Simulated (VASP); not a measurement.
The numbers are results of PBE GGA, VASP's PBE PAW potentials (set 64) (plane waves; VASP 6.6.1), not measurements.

A VASP calculation is set up with these files.

POSCAR:
```
Li3N
1.0
  1.8250000000  -3.1609930000   0.0000000000
  1.8250000000   3.1609930000   0.0000000000
  0.0000000000   0.0000000000   3.8700000000
Li N
3 1
Direct
  0.3333330000   0.6666670000   0.0000000000
  0.6666670000   0.3333330000   0.0000000000
  0.0000000000   0.0000000000   0.5000000000
  0.0000000000   0.0000000000   0.0000000000
```

INCAR:
```
SYSTEM = Li3N
PREC = Accurate
ENCUT = 520
EDIFF = 1E-6
NELM = 100
ALGO = Normal
LREAL = .FALSE.
LASPH = .TRUE.
ISMEAR = 0
SIGMA = 0.05
GGA = PE
LWAVE = .FALSE.
LCHARG = .FALSE.
ISIF = 2
```

### KPOINTS
```
Automatic
0
G
 5 5 5
0 0 0
```

POTCAR, in this order: Li_sv N (PBE.64 set). Program: vasp_std.

Output

**OUTCAR**
```
 ion  position               nearest neighbor table
   1  0.333  0.667  0.000-   2 2.11   2 2.11   4 2.11   4 2.11   4 2.11   2 2.11
   2  0.667  0.333  0.000-   1 2.11   1 2.11   4 2.11   4 2.11   4 2.11   1 2.11
   3  0.000  0.000  0.500-   4 1.94   4 1.94
   4  0.000  0.000  0.000-   3 1.94   3 1.94   1 2.11   2 2.11   2 2.11   1 2.11   2 2.11   1 2.11
  LATTYP: Found a hexagonal cell.
 ALAT       =     3.6500002392
 C/A-ratio  =     1.0602739031
 Subroutine PRICEL returns:
 Original cell was already a primitive cell.
 Subroutine GETGRP returns: Found 24 space group operations
The static configuration has the point symmetry D_6h.
The dynamic configuration has the point symmetry D_6h.
 Subroutine INISYM returns: Found 24 space group operations
 Subroutine IBZKPT returns following result:
 Found     15 irreducible k-points:

 Following reciprocal coordinates:
            Coordinates               Weight
  0.000000  0.000000  0.000000      1.000000
  0.200000 -0.000000  0.000000      6.000000
  0.400000 -0.000000  0.000000      6.000000
  0.200000  0.200000  0.000000      6.000000
  0.400000  0.200000  0.000000      6.000000
  0.000000  0.000000  0.200000      2.000000
  0.200000 -0.000000  0.200000     12.000000
  0.400000 -0.000000  0.200000     12.000000
  0.200000  0.200000  0.200000     12.000000
  0.400000  0.200000  0.200000     12.000000
  0.000000  0.000000  0.400000      2.000000
  0.200000 -0.000000  0.400000     12.000000
  0.400000 -0.000000  0.400000     12.000000
  0.200000  0.200000  0.400000     12.000000
  0.400000  0.200000  0.400000     12.000000
   k-points           NKPTS =     15   k-points in BZ     NKDIM =     15   number of bands    NBANDS=     11
   number of dos      NEDOS =    301   number of ions     NIONS =      4
   total plane-waves  NPLWV =  23520
   dimension x,y,z NGX =    28 NGY =   28 NGZ =   30
   dimension x,y,z NGXF=    56 NGYF=   56 NGZF=   60
   ions per type =               3   1
   PREC   = accura    normal or accurate (medium, high low for compatibility)
   ISTART =      0    job   : 0-new  1-cont  2-samecut
   ICHARG =      2    charge: 1-file 2-atom 10-const
   ISPIN  =      1    spin polarized calculation?
   LNONCOLLINEAR =      F non collinear calculations
   LSORBIT =      F    spin-orbit coupling
   INIWAV =      1    electr: 0-lowe 1-rand  2-diag
   ENCUT  =  520.0 eV  38.22 Ry    6.18 a.u.   6.79  6.79  7.20*2*pi/ulx,y,z
   NELM   =    100;   NELMIN=  2; NELMDL= -5     # of ELM steps
   EDIFF  = 0.1E-05   stopping-criterion for ELM
   LREAL  =      F    real-space projection
   NLSPLINE    = F    spline interpolate recip. space projectors
   LMAXMIX     =    2 max onsite mixed and CHGCAR
   VOSKOWN=      0    Vosko Wilk Nusair interpolation
   EDIFFG = 0.1E-04   stopping-criterion for IOM
   NSW    =      0    number of steps for IOM
   NBLOCK =      1;   KBLOCK =      1    inner block; outer block
   IBRION =     -1    ionic relax: 0-MD 1-quasi-New 2-CG
   NFREE  =      0    steps in history (QN), initial steepest desc. (CG)
   ISIF   =      2    stress and relaxation
   ISYM   =      2    0-nonsym 1-usesym 2-fastsym
   TEIN   =    0.0    initial temperature
   TEBEG  =    0.0;   TEEND  =   0.0 temperature during run
   SMASS  =  -3.00    Nose mass-parameter (am)
   PSTRESS=    0.0 pullay stress
   NELECT =      14.0000    total number of electrons
   EFERMI =   0.00;   METHOD = LEGACY
   ISMEAR =     0;   SIGMA  =   0.05  broadening in eV -4-tet -1-fermi 0-gaus
   IALGO  =     38    algorithm
   LDIAG  =      T    sub-space diagonalisation (order eigenvalues)
   IMIX   =      4    mixing-type and parameters
     AMIX     =   0.40;   BMIX     =  1.00
     AMIX_MAG =   1.60;   BMIX_MAG =  1.00
     AMIN     =   0.10
   GGA     = PE    functional components
...
```

OSZICAR:
```
       N       E                     dE             d eps       ncg     rms          rms(c)
DAV:   1     0.566882091515E+02    0.56688E+02   -0.67042E+03   330   0.135E+03
DAV:   2    -0.108551989934E+02   -0.67543E+02   -0.63930E+02   447   0.255E+02
DAV:   3    -0.185731304451E+02   -0.77179E+01   -0.76713E+01   481   0.797E+01
DAV:   4    -0.197658336407E+02   -0.11927E+01   -0.11912E+01   540   0.233E+01
DAV:   5    -0.197775299937E+02   -0.11696E-01   -0.11696E-01   431   0.337E+00    0.982E+00
DAV:   6    -0.159014802777E+02    0.38760E+01   -0.25382E+01   399   0.234E+01    0.460E+00
DAV:   7    -0.157127828850E+02    0.18870E+00   -0.14562E+00   434   0.717E+00    0.227E+00
DAV:   8    -0.156366997879E+02    0.76083E-01   -0.37492E-01   389   0.503E+00    0.123E+00
DAV:   9    -0.156244020058E+02    0.12298E-01   -0.49477E-02   402   0.155E+00    0.343E-01
DAV:  10    -0.156253440349E+02   -0.94203E-03   -0.32355E-03   444   0.360E-01    0.735E-02
DAV:  11    -0.156252709683E+02    0.73067E-04   -0.12966E-03   428   0.175E-01    0.386E-02
DAV:  12    -0.156252734363E+02   -0.24681E-05   -0.20319E-04   403   0.796E-02    0.133E-02
DAV:  13    -0.156252675960E+02    0.58403E-05   -0.37782E-05   429   0.324E-02    0.150E-03
DAV:  14    -0.156252671887E+02    0.40728E-06   -0.17639E-06   369   0.102E-02
   1 F= -.15625267E+02 E0= -.15625267E+02  d E =-.537787E-17
```

### OUTCAR
```
------------------------ aborting loop because EDIFF is reached ----------------------------------------
  FORCE on cell =-STRESS in cart. coord.  units (eV):
  Direction    XX          YY          ZZ          XY          YZ          ZX
  --------------------------------------------------------------------------------------
  Total       -0.1898347     -0.1898347     -0.0423972      0.0000000      0.0000000      0.0000000
  in kB       -6.8117521     -6.8117533     -1.5213183      0.0000000      0.0000000      0.0000000
  external PRESSURE =      -5.0482746 kB  Pullay stress =       0.0000000 kB
  volume of cell :       44.65
      direct lattice vectors                 reciprocal lattice vectors
     1.825000000 -3.160993000  0.000000000     0.273972603 -0.158178142  0.000000000
     1.825000000  3.160993000  0.000000000     0.273972603  0.158178142  0.000000000
     0.000000000  0.000000000  3.870000000     0.000000000  0.000000000  0.258397933
 POSITION                                       TOTAL-FORCE (eV/Angst)
 -----------------------------------------------------------------------------------
      1.82500      1.05367      0.00000         0.000000      0.000000      0.000000
      1.82500     -1.05367      0.00000        -0.000000     -0.000000      0.000000
      0.00000      0.00000      1.93500         0.000000      0.000000      0.000000
      0.00000      0.00000      0.00000         0.000000      0.000000      0.000000
 -----------------------------------------------------------------------------------
    total drift:                                0.000000     -0.000000      0.000000
  FREE ENERGIE OF THE ION-ELECTRON SYSTEM (eV)
  ---------------------------------------------------
  free  energy   TOTEN  =       -15.6252671887 eV

  energy  without entropy=      -15.6252671887  energy(sigma->0) =      -15.62526719
```
(Selected blocks of OUTCAR.)

The compound is Li3N in the alpha structure. The cell was not relaxed at this level.
